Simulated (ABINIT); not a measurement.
A run of ABINIT 10.8.3 (patched build) is set up as follows.

The input run.abi:

```
# Pseudopotentials
pp_dirpath "./"
pseudos "As.GGA_PBE-JTH.xml, B.GGA_PBE-JTH.xml"

# Structure
acell 3*1.0 Angstrom
rprim
     0.0000000000     2.3885000000     2.3885000000
     2.3885000000     0.0000000000     2.3885000000
     2.3885000000     2.3885000000     0.0000000000
ntypat 2
znucl 33 5
natom 2
typat 1 2
xred
     0.7500000000     0.7500000000     0.7500000000
     0.0000000000     0.0000000000     0.0000000000

# Plane-wave basis
ecut 15.0
pawecutdg 30.0

# k points
kptopt 1
ngkpt 8 8 8
nshiftk 1
shiftk 0.0 0.0 0.0

# Exchange and correlation
ixc -116133

# Bands and occupations
nband 13
occopt 3
tsmear 0.05 eV

# SCF cycle
nstep 100
tolvrs 1.0e-9

# Output
iomode 3
prtwf 0
prtden 0
prteig 0
prtebands 0
enunit 2
```

Potentials or basis: JTH PAW PBE v2.0.

Command:

```console
$ abinit run.abi > log 2>&1
```

(1) Estimate the pressure.

(2) Predict the band gap on the k mesh.

Answers

(1) -0.7 GPa.

(2) 1.10 eV, indirect (least direct gap 3.24 eV).

Caveat: the PAW data sets were made with another functional, which shifts forces and pressure a little.
